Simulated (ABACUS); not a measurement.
**CoO under changes of volume**

One of the cells (9.684 Å³/atom); the others are scaled copies at fixed shape and fractional positions:

```
Co O
1.0
     0.00000    2.13150    2.13150
     2.13150    0.00000    2.13150
     2.13150    2.13150    0.00000
Co O
1 1
Cartesian
  0.0000 0.0000 0.0000
  2.1315 2.1315 2.1315
```

| Quantity | Value |
| --- | --- |
| Program | ABACUS 3.10.1 |
| Functional | PBEsol |
| Potentials or basis | PseudoDojo NC SR 0.4.1 PBEsol standard |
| Cutoff | 1320 eV |
| Density cutoff | 5279 eV |
| Basis | plane waves |
| k mesh | 11 × 11 × 11 |
| Occupations | fermi-dirac, width 0.05 eV |
| Spin | collinear spin, ferromagnetic start |
| Starting moments | [2.0, 0.0] μB |

| volume (Å³/atom) | energy over the lowest point (meV/atom) | pressure (GPa) | moment (μB per cell) |
| --- | --- | --- | --- |
| 9.103 | 0.00 | -0.6 | 2.87 |
| 9.297 | 3.06 | -4.4 | 2.92 |
| 9.490 | ? | ? | ? |
| 9.684 | 21.80 | -11.1 | 2.98 |
| 9.878 | 37.13 | -14.1 | 2.99 |
| 10.071 | 56.01 | -16.8 | 3.00 |
| 10.265 | 78.06 | -19.3 | 3.00 |

Task: What does the run at 9.490 Å³/atom give?

Result: Energy over the lowest point 10.38 meV/atom; pressure -7.8 GPa; moment 2.96 μB per cell.

Worked out: A Birch-Murnaghan fit of order 3 (a polynomial in V^(-2/3)) to the other rows has its minimum at 9.08 Å³/atom, just outside them, with B0 = V·E''(V) = 184 GPa (rough, since the energies scatter). It gives 10.36 meV/atom at 9.490 Å³/atom, against the run's 10.38, and -dE/dV = -7.8 GPa, against -7.8. A parabola through the other rows of the moment, of slope 0.157 μB per Å³/atom there, gives 2.95 μB, against the run's 2.96.

Energies are extrapolated to zero smearing.

Caveats: a cell with one magnetic atom can't hold antiferromagnetic order, which such compounds often take.
